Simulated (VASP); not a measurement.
Write the native input for VASP 6.6.1 that does the following.

```yaml
Task: single point
Functional: LDA
Potentials_or_basis: VASP PAW LDA potentials, release 64 (Mg)
Cutoff: 520 eV
k_mesh: 18 × 18 × 10
Occupations: gaussian, width 0.15 eV
Spin: no spin polarisation
Dipole_correction: no
Further_INCAR_settings: ALGO = Normal; EDIFF = 1e-06; NBANDS = 9
```

The structure of Mg lies in POSCAR:

```
Mg
1.0
    2.9525298099      0.0000000000      0.0000000000
   -1.4762649049      2.5569658208      0.0000000000
    0.0000000000      0.0000000000      5.6271564000
Mg
2
Direct
    0.3333333333      0.6666666667      0.2500000000
    0.6666666667      0.3333333333      0.7500000000
```

The cell isn't the ideal one: strain -0.080 along x and y, +0.080 along z, atoms carried along.

These files were run (other wordings do the same):

INCAR

```
ALGO = Normal ; EDIFF = 1E-6
ENCUT = 520 ; ISIF = 2
ISMEAR = 0 ; LASPH = True
LCHARG = True ; LELF = True
LREAL = False ; LVHAR = True
LWAVE = False ; NBANDS = 9
NELM = 100 ; PREC = Accurate
SIGMA = 0.15
```

KPOINTS

```
k-points
0
Gamma
  18 18 10
```

Potentials or basis: VASP PAW LDA potentials, release 64 (Mg).

Launch:

```bash
$ cat potpaw_LDA.64/Mg/POTCAR > POTCAR
$ mpirun -np 1 vasp_std > vasp.out
```

It gave:

```json
{"Pressure": "1.9 GPa", "Band gap on the k mesh": "none (metal or under the smearing width)"}
```

It took 42 s on 1 thread of Intel(R) Xeon(R) Platinum 8259CL CPU @ 2.50GHz (Skylake/Cascade Lake) (shared host), peak memory 0.2 GiB.
